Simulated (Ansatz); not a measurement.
**Calculated electric field gradients for Cs2SnI6**

The cell is a structure deposited in the COD whose atoms were relaxed with PBE, the cell held.

Space group Fm-3m (No. 225); a = 11.6300 Å.

| site | Wyckoff | site symmetry | x | y | z |
| --- | --- | --- | --- | --- | --- |
| Cs | 8c | -43m | 0.2500 | 0.2500 | 0.2500 |
| Sn | 4a | m-3m | 0.0000 | 0.0000 | 0.0000 |
| I | 24e | 4m.m | 0.2488 | 0.5000 | 0.5000 |

One atom of each set is listed; the run and its k-mesh use a cell of 9 atoms with edges of 8.22, 8.22, 8.22 Å.

Method: Kohn–Sham DFT in Ansatz, r2SCAN, plane waves and PAW, scalar-relativistic, 500 eV cutoff, Γ-centred 5×5×5 k-points, Fermi–Dirac smearing 0.02 eV.

Conventions: |V_zz| ≥ |V_yy| ≥ |V_xx|, η = (V_xx − V_yy)/V_zz, C_Q = eQV_zz/h.

¹³³Cs: I = 7/2, Q = -3.430 mb; ¹²⁷I: I = 5/2, Q = -688.2 mb. Quadrupole moments are those of Pyykkö's year-2017 table.

Problem. Give the quadrupolar parameters of the distinct sites.

Solution. 

```
site  atoms     first shell  V_zz (10²¹ V/m²)     η  C_Q (MHz)
  Cs      2  12 I at 4.11 Å              0.00     –          0
  Sn      1   6 I at 2.89 Å              0.00     –          –
   I      6  1 Sn at 2.89 Å              57.3  0.00       -953
```

An axis of threefold or higher order runs through I, so V_zz lies along it and η is zero. Cs and Sn sit on a cubic site, where every gradient vanishes.

Sn has no stable isotope with a ground-state quadrupole moment in the table, so no C_Q is given.

Without spin–orbit coupling the gradients at and beside I can be off by some per cent, at some sites by more. With these PAW files V_zz is typically within 2 to 3 % of all-electron values, but misses above 10 % occur on I. With a gap of 0.2 eV on this mesh, the gradients can still move by some per cent as the k-mesh gets denser.

Hardware: 4 threads of Intel Xeon 6975P-C (Granite Rapids) (x86_64; 16 cores open to the job, memory cap 10.0 GiB, no GPU), a shared host with a load of 0.1 a core. Wall time 7.7 s, CPU time 28 s, peak memory 2.2 GiB.
